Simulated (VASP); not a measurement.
# Si, deformation potentials: which settings are enough?

Si, Fd-3m (no. 227), 2 atoms in the cell. PBE, deformation potentials by finite strains; PAW potentials Si (PBE set). VASP 6.6.1.

Wanted: gap deformation potential per relative change of volume within 0.05 eV; valence deformation potential b within 0.03 eV.

Strains: hydrostatic, tetragonal.

The series start from Strain step: 0.01; Cutoff ENCUT (eV): 320; Mesh of the SCF: 7x7x7; SCF threshold EDIFF (eV): 1e-8; PREC: Accurate. Each series keeps the choices made before it, and each single choice may use up half of a tolerance. Times cover all steps of a run.

## Strain step

| Strain step | Gap deformation potential per relative change of volume (eV) | Valence deformation potential b (eV) | Time (s) |
|---|---|---|---|
| 0.04 | 1.682 | -2.335 | 67 |
| 0.02 | 1.693 | -2.334 | 67 |
| 0.01 | 1.695 | -2.333 | 68 |
| 0.005 (reference) | 1.700 | -2.330 | 65 |

## Cutoff ENCUT (eV)

| Cutoff ENCUT (eV) | Gap deformation potential per relative change of volume (eV) | Valence deformation potential b (eV) | Time (s) |
|---|---|---|---|
| 170 | 1.574 | -2.375 | 61 |
| 200 | 1.569 | -2.339 | 64 |
| 240 | 1.701 | -2.350 | 65 |
| 320 | 1.682 | -2.335 | 67 |
| 390 (reference) | 1.690 | -2.333 | 79 |

## Mesh of the SCF

| Mesh of the SCF | Gap deformation potential per relative change of volume (eV) | Valence deformation potential b (eV) | Time (s) |
|---|---|---|---|
| 3x3x3 | 1.762 | -2.311 | 58 |
| 4x4x4 | 1.714 | -2.326 | 60 |
| 5x5x5 | 1.694 | -2.332 | 62 |
| 7x7x7 | 1.682 | -2.335 | 67 |
| 10x10x10 (reference) | 1.679 | -2.336 | 84 |

## SCF threshold EDIFF (eV)

| SCF threshold EDIFF (eV) | Gap deformation potential per relative change of volume (eV) | Valence deformation potential b (eV) | Time (s) |
|---|---|---|---|
| 0.0001 | 1.694 | -2.332 | 59 |
| 1e-5 | 1.695 | -2.332 | 60 |
| 1e-6 | 1.695 | -2.332 | 60 |
| 1e-8 (reference) | 1.694 | -2.332 | 62 |

## PREC

| PREC | Gap deformation potential per relative change of volume (eV) | Valence deformation potential b (eV) | Time (s) |
|---|---|---|---|
| Accurate | 1.694 | -2.332 | 59 |
| Normal | 1.694 | -2.333 | 57 |

## Question

The rows run from the loosest to the tightest (no order: PREC). For each series: choose the loosest value from which every tighter one stays within half of the tolerance; where there is no order, keep the first row unless others stay within half of the tolerance and take at least 30 % less time, and then take the fastest.

## Answer

- Strain step: 0.04
- Cutoff ENCUT (eV): 320
- Mesh of the SCF: 5x5x5
- SCF threshold EDIFF (eV): 0.0001
- PREC: Accurate

## All choices together

| Input | Gap deformation potential per relative change of volume (eV) | Valence deformation potential b (eV) | Time (s) |
|---|---|---|---|
| default cutoff, precision and threshold (naive) | 1.645 | -2.347 | 57 |
| chosen settings | 1.694 | -2.332 | 59 |
| reference settings throughout | 1.670 | -2.330 | 104 |

The tolerance is met.

## The input

INCAR.step1:
```
PREC = Accurate
ENCUT = 320
EDIFF = 1E-8
LREAL = False
LASPH = True
LWAVE = False
LCHARG = False
ALGO = Normal
NELM = 100
ISMEAR = 0
SIGMA = 0.01
EFERMI = MIDGAP
GGA = PE
IBRION = 2
ISIF = 3
NSW = 60
EDIFFG = -0.001
```

INCAR.step2, as INCAR.step1 but for:
```
- IBRION = 2
- ISIF = 3
- NSW = 60
- EDIFFG = -0.001
+ ISYM = 0
+ NBANDS = 12
```

INCAR.step3, as INCAR.step2 but for:
```
- EDIFF = 1E-8
- ISYM = 0
+ EDIFF = 1E-4
+ ICORELEVEL = 1
```

KPOINTS.step1:
```
k-points
0
Gamma
  10 10 10
```

KPOINTS.step3:
```
Automatic mesh
0
Gamma
  5 5 5
  0 0 0
```

KPOINTS_OPT:
```
Gamma, valence top, conduction bottom
5
Reciprocal
 0.0000000000  0.0000000000  0.0000000000 1
 0.0000000000  0.0000000000  0.0000000000 1
 0.4000000000  0.4000000000  0.0000000000 1
 0.0000000000  0.4000000000  0.4000000000 1
 0.4000000000  0.0000000000  0.4000000000 1
```

POSCAR.step1:
```
Si
1.0
    0.0000000000      2.7218511865      2.7218511865
    2.7218511865      0.0000000000      2.7218511865
    2.7218511865      2.7218511865      0.0000000000
Si
2
Direct
    0.5000000000      0.5000000000      0.5000000000
    0.7500000000      0.7500000000      0.7500000000
```

POSCAR.step2:
```
Si
 1.0000000000000000
     0.0000000000000000    2.7333846027076958    2.7333846027076958
     2.7333846027076958    0.0000000000000000    2.7333846027076958
     2.7333846027076958    2.7333846027076958   -0.0000000000000000
 Si
   2
Direct
  0.5000000000000000  0.5000000000000000  0.5000000000000000
  0.7500000000000000  0.7500000000000000  0.7500000000000000
```

POSCAR.step3:
```
Si
 1.0000000000000000
     0.0000000000000000    2.6971813659261294    2.6971813659261294
     2.6971813659261294    0.0000000000000000    2.6971813659261294
     2.6971813659261294    2.6971813659261294   -0.0000000000000000
 Si
   2
Direct
  0.5000000000000000  0.5000000000000000  0.5000000000000000
  0.7500000000000000  0.7500000000000000  0.7500000000000000
```

POSCAR.step4:
```
Si
 1.0000000000000000
     0.0000000000000000    2.7700737817288235    2.7700737817288235
     2.7700737817288235    0.0000000000000000    2.7700737817288235
     2.7700737817288235    2.7700737817288235   -0.0000000000000000
 Si
   2
Direct
  0.5000000000000000  0.5000000000000000  0.5000000000000000
  0.7499999999999999  0.7499999999999999  0.7499999999999999
```

POSCAR.step5:
```
Si
 1.0000000000000000
     0.0000000000000000    2.7698297307437985    2.6604943466354909
     2.7698297307437985    0.0000000000000000    2.6604943466354909
     2.7698297307437985    2.7698297307437985    0.0000000000000000
 Si
   2
Direct
  0.5000000000000000  0.5000000000000000  0.5000000000000000
  0.7499999999999999  0.7499999999999999  0.7500000000000002
```

POSCAR.step6:
```
Si
 1.0000000000000000
     0.0000000000000000    2.6969394746715931    2.8062748587799007
     2.6969394746715931    0.0000000000000000    2.8062748587799007
     2.6969394746715931    2.6969394746715931    0.0000000000000000
 Si
   2
Direct
  0.5000000000000000  0.5000000000000000  0.5000000000000000
  0.7500000000000000  0.7500000000000000  0.7500000000000000
```

Commands (each step's output is kept before the next begins):
```
cat potpaw_PBE.64/Si/POTCAR > POTCAR
cp INCAR.step1 INCAR
cp KPOINTS.step1 KPOINTS
cp POSCAR.step1 POSCAR
mpirun -np 2 vasp_std > vasp.out
cp CONTCAR POSCAR
cp INCAR.step2 INCAR
cp POSCAR.step2 POSCAR
mpirun -np 2 vasp_std > vasp.out
cp INCAR.step3 INCAR
cp KPOINTS.step3 KPOINTS
cp POSCAR.step3 POSCAR
mpirun -np 2 vasp_std > vasp.out
cp POSCAR.step4 POSCAR
mpirun -np 2 vasp_std > vasp.out
cp POSCAR.step5 POSCAR
mpirun -np 2 vasp_std > vasp.out
cp POSCAR.step6 POSCAR
mpirun -np 2 vasp_std > vasp.out
```

The naive input happens to agree within the tolerance here, in 57 s.

Limits: Shifts of single edges take the deepest core levels as the reference, which a strain moves a little too; edges are followed at points of the search mesh, which may miss the true minimum.

The chosen input took VASP 6.6.1 59 s on 2 cores (Intel Xeon Platinum 8259CL @ 2.50GHz (Skylake/Cascade Lake)), a shared host.

## An input that fails: strain step below the numerical noise

It runs to its end, but against the unchanged starting input it is off by 0.805 eV in the gap deformation potential per relative change of volume, 0.167 eV in the valence deformation potential b.

Strain step: 0.01 becomes 2e-5.

Changes against the starting input:
```
(POSCAR.step3)
-     0.0000000000000000    2.7242884893099917    2.7242884893099917
-     2.7242884893099917    0.0000000000000000    2.7242884893099917
-     2.7242884893099917    2.7242884893099917   -0.0000000000000000
+     0.0000000000000000    2.7333663802044197    2.7333663802044197
+     2.7333663802044197    0.0000000000000000    2.7333663802044197
+     2.7333663802044197    2.7333663802044197   -0.0000000000000000
-  0.5000000000000000  0.5000000000000000  0.4999999999999999
-  0.7500000000000003  0.7500000000000003  0.7499999999999998
+  0.5000000000000000  0.5000000000000000  0.5000000000000000
+  0.7500000000000000  0.7500000000000000  0.7500000000000000
(POSCAR.step4)
-     0.0000000000000000    2.7425110870735510    2.7425110870735510
-     2.7425110870735510    0.0000000000000000    2.7425110870735510
-     2.7425110870735510    2.7425110870735510   -0.0000000000000000
+     0.0000000000000000    2.7334028253324560    2.7334028253324560
+     2.7334028253324560    0.0000000000000000    2.7334028253324560
+     2.7334028253324560    2.7334028253324560   -0.0000000000000000
-  0.7499999999999999  0.7499999999999999  0.7500000000000002
+  0.7499999999999998  0.7499999999999998  0.7500000000000004
(POSCAR.step5)
-     0.0000000000000000    2.7424958847167216    2.7151620386896442
-     2.7424958847167216    0.0000000000000000    2.7151620386896442
-     2.7424958847167216    2.7424958847167216    0.0000000000000000
+     0.0000000000000000    2.7334028252717140    2.7333481575796599
+     2.7334028252717140    0.0000000000000000    2.7333481575796599
+     2.7334028252717140    2.7334028252717140    0.0000000000000000
-  0.7499999999999998  0.7499999999999998  0.7500000000000003
+  0.7500000000000001  0.7500000000000001  0.7499999999999998
(POSCAR.step6)
-     0.0000000000000000    2.7242733206986700    2.7516071667257469
-     2.7242733206986700    0.0000000000000000    2.7516071667257469
-     2.7242733206986700    2.7242733206986700    0.0000000000000000
+     0.0000000000000000    2.7333663801436776    2.7334210478357321
+     2.7333663801436776    0.0000000000000000    2.7334210478357321
+     2.7333663801436776    2.7333663801436776    0.0000000000000000
-  0.5000000000000000  0.4999999999999999  0.5000000000000000
-  0.7499999999999999  0.7499999999999999  0.7500000000000002
+  0.5000000000000000  0.5000000000000000  0.5000000000000000
+  0.7499999999999998  0.7500000000000000  0.7500000000000000
```
